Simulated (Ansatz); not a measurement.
# Co (P-3m1) in Ansatz: reference runs

How does Co come out in PBE? The cell is run as given and disturbed.

All numbers are computed with Ansatz 0.2.0; they aren't measurements. Logs are shortened: lines on timing, memory, paths and dates and some standing lists are left out, and cuts for length are marked.

## Step 1: The structure

The structure is trigonal, space group P-3m1 (No. 164). The conventional cell has a = 2.487 Å, b = 2.487 Å, c = 4.063 Å, α = 90.00°, β = 90.00°, γ = 120.00°. Co (site symmetry 3m) has 12 Co at 2.42 to 2.55 Å as nearest neighbours.

## Step 2: Single point, PBE, collinear spin, ferromagnetic start

input.yaml reads:

```yaml
crystal:
  lattice:
    - [2.4873648738, 0.0, 0.0]
    - [-1.2436824369, 2.1541211692, 0.0]
    - [0.0, 0.0, 4.0632895034]
  atoms:
    - { symbol: Co, position: [0.3333333333, 0.6666666667, 0.740139], spin: 2.0 }
    - { symbol: Co, position: [0.6666666667, 0.3333333333, 0.259861], spin: 2.0 }
kpoints:
  mp_grid: { grid: [12, 12, 7] }
scf:
  occupations: { method: fermi_dirac, width: 0.05 }
hamiltonian:
  xc: pbe
  pseudopotentials: { kind: all_electron, lapw: { basis_error: 0.001 } }
magnetization:
  spin_polarized: true
output:
  forces: true
  stress: true
  eigenvalues: true
  populations: true
```

Potentials or basis: all-electron LAPW, scalar-relativistic.

On the command line:

```sh
$ ansatz run input.yaml --threads 2 --pin off --max-ram 6144MiB --backend cpu --events-out ev --progress --plain --runs-dir out
```

What it wrote:

```text
Warning: RAYON_NUM_THREADS=2 ignored (pool sized by the plan → 2); use --threads N
Co: projections on atomic orbitals take those of the free atom 1s2 2s2 2p6 3s2 3p6 3d7 4s2, of charge +0.00 (hamiltonian.pseudopotentials.projection_atoms)
LAPW: plane waves up to 9.282 Å⁻¹, error target 1.0e-3 eV per atom; small_component_spin mean_spin; Co in spheres of 1.211 Å, 17 of its electrons in bands, Dirac shells [] (how accurate: hamiltonian.pseudopotentials.lapw.basis_error, Limitations)
Engine: ansatz 0.2.0, x86_64-unknown-linux-gnu
Pseudopotentials: kind: all_electron
Pseudopotential: Co, LAPW, valence charge 17, lapw/all_electron/scalar/gaussian/Co, Koelling and Harmon's equation, gaussian nucleus
Functional definition: PBE
  parameter kappa = 0.804
  parameter beta = 0.06672455060314922
  exchange = pbe_x(kappa = kappa, mu = beta*pi^2/3)
  correlation = pbe_c(beta = beta)
Crystal: 2 atoms, lattice volume = 21.771 Å³
Basis set: ecut = 328.23563188933286 eV, 313 PW (Γ), exchange–correlation at level 2
Bands: 23, of which v1, the nominal top of the filled ones, is band 17 counted from 1 (16 counted from 0)
Symmetry: 12 space group operations
Space group: P-3m1 (ITA 164), of the structure as read, at distance tolerance 2.8e-5 Å
Magnetic group: BNS 164.85 (UNI 1315), of the structure as read, at distance tolerance 2.8e-5 Å
k-points: 112 of 1008
Non-local potential: Co, projectors of the file, none
Initial density: superposition of atomic densities (chi_scale 0.1, normalization cell)
Starting moments: Σ|m| = 4 μB on 2 of 2 sites
Initial wavefunctions: plane waves of lowest kinetic energy (no species holds an atomic orbital)
Functional: x = pbe(κ = 0.804, μ = 0.2195149727645171), c = pbe(β = 0.06672455060314922)
iter 1 solved again at ethr=1.98e-4 eV; its pass at ethr=1.00e-1 eV (dr2=6.73e-2 eV) is discarded
SCF iter   1: F=—  HF=-75835.030817 eV  |F-HF|=—  |Δ(HF+E_count)|=         —  Δρ=1.76e-2 (↑1.65e-2 ↓1.76e-2)  dr2=6.74e-2  dr2_m=5.00e-2  M=3.317 μB ∫|m|=3.446 μB  β_m=0.30  ethr=1.98e-4  ⟨swp⟩=2.9  Hψ=37517  notcnv=0
Mixer restart at iter 1: flushing history
preconditioner: auto → none  [metal: Δε(μ)=0.003 eV  Ē_g=9.571 eV  σ=0.050 eV  W_gap=0.02  n_scr=8 (ndim 8)  ℏωp=33.8 eV  f_vac=0.000  D(μ)=1.93/eV (n_scr^D=22)  sad-step TF]
SCF iter   2: F=—  HF=-75835.082681 eV  |F-HF|=—  |Δ(HF+E_count)|=   5.19e-2  Δρ=1.29e-2 (↑1.19e-2 ↓1.29e-2)  dr2=4.45e-2  dr2_m=2.62e-2  M=3.301 μB ∫|m|=3.470 μB  β_m=0.46  ethr=1.98e-4  ⟨swp⟩=2.0  Hψ=14629  notcnv=0
iter 3 solved again at ethr=1.27e-5 eV; its pass at ethr=1.31e-4 eV (dr2=4.30e-3 eV) is discarded
SCF iter   3: F=—  HF=-75835.128119 eV  |F-HF|=—  |Δ(HF+E_count)|=   4.54e-2  Δρ=5.31e-3 (↑4.77e-3 ↓5.31e-3)  dr2=4.31e-3  dr2_m=4.13e-3  M=3.274 μB ∫|m|=3.521 μB  β_m=0.43  ethr=1.27e-5  ⟨swp⟩=2.0  Hψ=26063  notcnv=0
SCF iter   4: F=—  HF=-75835.139636 eV  |F-HF|=—  |Δ(HF+E_count)|=   1.15e-2  Δρ=2.32e-3 (↑1.74e-3 ↓2.32e-3)  dr2=4.46e-4  dr2_m=7.17e-4  M=3.270 μB ∫|m|=3.552 μB  β_m=0.72  ethr=1.27e-5  ⟨swp⟩=2.8  Hψ=14862  notcnv=0
SCF iter   5: F=—  HF=-75835.144718 eV  |F-HF|=—  |Δ(HF+E_count)|=         —  Δρ=8.62e-4 (↑8.62e-4 ↓8.01e-4)  dr2=9.98e-4  dr2_m=7.32e-5  M=3.271 μB ∫|m|=3.583 μB  β_m=0.86  ethr=1.31e-6  ⟨swp⟩=3.0  Hψ=16280  notcnv=0
the basis was enlarged: its passes take 509.7 KiB over the memory plan, 2 of 2 planned eigensolver slots
SCF iter   6: F=—  HF=-75835.144862 eV  |F-HF|=—  |Δ(HF+E_count)|=   1.44e-4  Δρ=1.73e-4 (↑1.54e-4 ↓1.73e-4)  dr2=5.13e-5  dr2_m=1.90e-6  M=3.275 μB ∫|m|=3.604 μB  β_m=0.89  ethr=1.31e-6  ⟨swp⟩=3.0  Hψ=16029  notcnv=0
SCF iter   7: F=—  HF=-75835.144854 eV  |F-HF|=—  |Δ(HF+E_count)|=   7.97e-6  Δρ=1.55e-5 (↑1.55e-5 ↓1.17e-5)  dr2=3.45e-7  dr2_m=1.37e-8  M=3.275 μB ∫|m|=3.606 μB  β_m=0.87  ethr=1.51e-7  ⟨swp⟩=2.0  Hψ=14228  notcnv=0
SCF iter   8: F=—  HF=-75835.144853 eV  |F-HF|=—  |Δ(HF+E_count)|=   1.63e-7  Δρ=2.89e-6 (↑2.89e-6 ↓2.81e-6)  dr2=4.97e-10  dr2_m=1.36e-9  M=3.275 μB ∫|m|=3.607 μB  β_m=0.88  ethr=1.01e-9  ⟨swp⟩=3.0  Hψ=15295  notcnv=0
SCF iter   9: F=-75835.144853 eV  HF=-75835.144853 eV  |F-HF|=2.04e-10  |Δ(HF+E_count)|=  9.31e-10  Δρ=6.21e-7 (↑2.86e-7 ↓6.21e-7)  dr2=2.14e-10  dr2_m=2.81e-11  M=3.275 μB ∫|m|=3.607 μB  ethr=1.46e-12  ⟨swp⟩=3.0  Hψ=16360  notcnv=0
SCF 1 converged in 9 iterations: F = -75835.144853 eV  dr2 = 2.14e-10
SCF converged after 9 iterations
Magnetization: 3.2748 μB (18.6374 up, 15.3626 down)
Absolute magnetization: 3.6065 μB (∫|ρ↑−ρ↓|)
Spin contamination: 0.0576 ħ² per cell (⟨S²⟩ above its minimum at these occupations)
Per-site moments (μB) at R_I (Å): [(1.6998058448839295, 1.2114777623599622), (1.6998058448839295, 1.2114777623599622)]
Free energy (F): -75835.144853 eV
Harris-Foulkes:  -75835.144853 eV  (|F-HF|=2.04e-10)
Internal energy: -75835.130031 eV  (E = F + TS)
E sigma→0 (E₀):  -75835.137442 eV
Entropy (-TS):   -0.014823 eV (-7.411 meV/atom)
Fermi energy:    19.036199 eV
--- Per-component energies (eV) ---
  E_band       = -477.218098
  E_kinetic    = 76963.567787
  E_xc         = -3249.699877
  E_electrostatic = -149548.997940  (all electrons and nuclei)
  E_smearing   = -0.014823  (= −TS)
  E_closure    = 0.000000  (closes the sum)
  E_atoms      = -75818.578525  (free atoms, spherical and without spin; not in F)
  Σ components = -75835.144853   (vs F -75835.144853, Δ=0.00e0)
  Basis errors (estimates in eV, not in F): energy 2.7e-4 per atom: plane waves 2.2e-4 (1.1e-4 summed), levels above the bands 2.5e-85, relativity 4.1e-8, radial functions 4.9e-5, core shells 2.0e-9; eigenvalues (radial functions only) 7.5e-7; not estimated: angular momenta, meshes, grids; target (lapw.basis_error) 1.0e-3; muffin-tin radii Co 1.211 Å
--- Forces (eV/Å), atoms counted from 1 ---
  atom   1  Co     0.00000000    -0.00000000     0.48964817
  atom   2  Co    -0.00000000     0.00000000    -0.48964817
  max |Σ_I F_I| component: 4.63e-18 eV/Å
--- Stress (GPa, compression-positive) ---
        1.634656      -0.000000      -0.000000
       -0.000000       1.634656       0.000000
       -0.000000       0.000000      -1.203716
  P = ⅓ Tr σ = 0.6885 GPa (6.885 kbar)
--- Band table (eV; the first three rows and the last of 224) ---
  k-point 0 ↑: bands = ["-77.0752", "-77.0187", "-40.4758", "-40.1889", "-40.1889", "-40.1514", "-40.1415", "-40.1415", "10.0128", "13.8058", "16.3305", "16.3848", "16.3848", "16.6850", "16.6850", "17.0935", "17.0935", "18.1707", "18.1707", "18.7598", "25.0909", "40.8620", "43.5273"]
  k-point 1 ↑: bands = ["-77.0728", "-77.0212", "-40.4609", "-40.1868", "-40.1868", "-40.1667", "-40.1435", "-40.1435", "10.2145", "13.7552", "16.2752", "16.3399", "16.3399", "16.6371", "16.6371", "17.2037", "17.2037", "18.0176", "18.1590", "18.1590", "26.2454", "40.7577", "42.3106"]
  k-point 2 ↑: bands = ["-77.0661", "-77.0279", "-40.4199", "-40.2086", "-40.1813", "-40.1813", "-40.1491", "-40.1491", "10.8003", "13.4795", "16.1156", "16.2841", "16.2841", "16.5181", "16.5181", "16.8336", "17.4450", "17.4450", "18.1054", "18.1054", "28.7892", "38.7769", "41.1356"]
  k-point 111 ↓: bands = ["-74.9045", "-74.9045", "-38.3694", "-38.3694", "-38.3182", "-38.2776", "-38.1583", "-38.1583", "16.2282", "16.4444", "16.4444", "16.5773", "17.3088", "17.3088", "18.6209", "19.1080", "20.1083", "20.1083", "25.3226", "25.3226", "26.4082", "27.6560", "29.2554"]
--- Löwdin populations: 2 sites ---
  site symbol       q [e]    m [muB]
     0     Co     26.7844     1.7040
     1     Co     26.7844     1.7040
  spilling = 0.007986 (of n_electrons = 54.000000)
```

Run time: 61 s. Hardware: 2 threads of Intel Xeon at 2.50GHz (Skylake/Cascade Lake), shared host; peak memory 0.64 GiB.

What came out:

- Free energy: -75835.1449 eV
- Pressure: 0.7 GPa
- Largest force: 0.490 eV/Å
- Band gap on the k mesh: none (metal or under the smearing width)
- Net moment: 3.27 μB per cell
- Absolute moment: 3.61 μB per cell
- Site moments: Co +1.70 μB

Forces on the atoms (eV/Å):
```
Co   0.000  0.000  0.490
Co   0.000  0.000 -0.490
```

Stress tensor (GPa, compression positive):
```
 1.63  0.00  0.00
 0.00  1.63  0.00
 0.00  0.00 -1.20
```

Levels at points of the mesh, in eV from the Fermi level:
Spin up:
```csv
k point,band 17,band 18,band 19,band 20,band 21,band 22
"(0.00, 0.00, 0.00)",-1.94,-0.87,-0.87,-0.28,6.05,21.83
"(0.00, -0.50, 0.00)",-0.70,-0.53,1.25,3.26,9.33,10.30
```
Spin down:
```csv
k point,band 13,band 14,band 15,band 16,band 17,band 18
"(0.00, 0.00, 0.00)",-0.97,-0.66,-0.66,-0.31,-0.08,-0.08
"(0.00, -0.50, 0.00)",-1.10,-1.07,-0.65,1.22,1.31,1.38
```

## Step 3: Single point, PBE, collinear spin, ferromagnetic start (atoms moved at random, drawn with an rms of 0.05 Å)

Edit input.yaml of step 2 so:

```diff
@@ -6,4 +6,4 @@
   atoms:
-    - { symbol: Co, position: [0.3333333333, 0.6666666667, 0.740139], spin: 2.0 }
-    - { symbol: Co, position: [0.6666666667, 0.3333333333, 0.259861], spin: 2.0 }
+    - { symbol: Co, position: [0.331367, 0.649747, 0.737133], spin: 2.0 }
+    - { symbol: Co, position: [0.670297, 0.320517, 0.263699], spin: 2.0 }
 kpoints:
```

Potentials or basis: all-electron LAPW, scalar-relativistic.

On the command line:

```sh
$ ansatz run input.yaml --threads 2 --pin off --max-ram 6144MiB --backend cpu --events-out ev --progress --plain --runs-dir out
```

Wall time 4.2 min (2 threads of Intel Xeon at 2.50GHz (Skylake/Cascade Lake), shared host); peak memory 1.6 GiB.

It converged, with:

- Free energy: -75835.1279 eV
- Pressure: 1.4 GPa
- Largest force: 0.720 eV/Å
- Band gap on the k mesh: none (metal or under the smearing width)
- Net moment: 3.28 μB per cell
- Absolute moment: 3.61 μB per cell
- Site moments: Co +1.71 μB

Forces in eV/Å, atoms in the order of the input:
```
Co   0.023  0.023  0.720
Co  -0.023 -0.023 -0.720
```

Stress tensor (GPa, compression positive):
```
2.28 0.18 0.12
0.18 1.91 0.12
0.12 0.12 0.13
```

Levels at points of the mesh, in eV from the Fermi level:
Spin up:
| k point | band 16 | band 17 | band 18 | band 19 | band 20 | band 21 | band 22 | band 23 |
| --- | --- | --- | --- | --- | --- | --- | --- | --- |
| (0.00, 0.00, 0.00) | -1.96 | -1.94 | -0.89 | -0.85 | -0.26 | 6.01 | 21.81 | 24.47 |
| (0.00, -0.50, 0.00) | -0.73 | -0.73 | -0.53 | 1.21 | 3.27 | 9.20 | 10.35 | 12.38 |
| (-0.50, 0.00, 0.00) | -0.74 | -0.73 | -0.53 | 1.27 | 3.21 | 9.29 | 10.46 | 12.30 |
| (-0.50, -0.50, 0.00) | -0.73 | -0.73 | -0.53 | 1.22 | 3.26 | 9.22 | 10.38 | 12.36 |
Spin down:
| k point | band 11 | band 12 | band 13 | band 14 | band 15 | band 16 | band 17 | band 18 | band 19 | band 20 |
| --- | --- | --- | --- | --- | --- | --- | --- | --- | --- | --- |
| (0.00, 0.00, 0.00) | -1.12 | -0.99 | -0.98 | -0.71 | -0.70 | -0.27 | -0.09 | -0.05 | 1.05 | 1.08 |
| (0.00, -0.50, 0.00) | -3.32 | -1.87 | -1.13 | -1.05 | -0.65 | 1.21 | 1.31 | 1.37 | 2.49 | 4.28 |
| (-0.50, 0.00, 0.00) | -3.29 | -1.90 | -1.12 | -1.11 | -0.67 | 1.20 | 1.31 | 1.37 | 2.54 | 4.22 |
| (-0.50, -0.50, 0.00) | -3.31 | -1.88 | -1.13 | -1.06 | -0.65 | 1.21 | 1.31 | 1.37 | 2.50 | 4.26 |
